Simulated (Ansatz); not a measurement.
A run of Ansatz 0.2.0 is set up as follows.

The input input.yaml:

```yaml
crystal:
  lattice:
    - [-1.65128, 1.65128, 1.65128]
    - [1.65128, -1.65128, 1.65128]
    - [1.65128, 1.65128, -1.65128]
  atoms:
    - { symbol: Ta, position: [0.0, 0.0, 0.0] }
hamiltonian:
  xc: pbe
  pseudopotentials: { kind: paw }
kpoints:
  mp_grid: { grid: [11, 11, 11] }
  band_path:
    path:
      - [[0.0, 0.0, 0.0], [0.5, -0.5, 0.5], [0.0, 0.0, 0.5], [0.0, 0.0, 0.0], [0.25, 0.25, 0.25], [0.5, -0.5, 0.5]]
      - [[0.25, 0.25, 0.25], [0.0, 0.0, 0.5]]
    npoints: 14
scf:
  occupations: { method: fermi_dirac, width: 0.05 }
  n_extra_bands: 6
output:
  forces: true
  stress: true
  eigenvalues: true
  fatbands: false
```

Potentials or basis: Ansatz PAW.

The run is started by

```bash
$ ansatz run input.yaml --threads 2 --pin off --max-ram 5632MiB --backend cpu --events-out ev --progress --plain --runs-dir out
```

Question: Predict the pressure.

Answer: 2.6 GPa.

Question: What does it give for the band gap on the k mesh?

Answer: None (metal or under the smearing width).

Levels at the corners of the path, in eV from the Fermi level:
```
point  band 4  band 5  band 6  band 7  band 8  band 9
    Γ  -33.01   -7.90    0.74    0.74    0.74    4.02
    H  -33.84   -3.80   -3.80    6.85    6.85    6.85
    N  -33.02   -4.37   -1.54    1.59    3.90    4.93
    Γ  -33.01   -7.90    0.74    0.74    0.74    4.02
    P  -33.61   -1.23   -1.23   -1.23    5.10    5.10
    H  -33.84   -3.80   -3.80    6.85    6.85    6.85
    P  -33.61   -1.23   -1.23   -1.23    5.10    5.10
    N  -33.02   -4.37   -1.54    1.59    3.90    4.93
```

Caveat: spin-orbit coupling is left out, which moves the levels of the heavy elements.
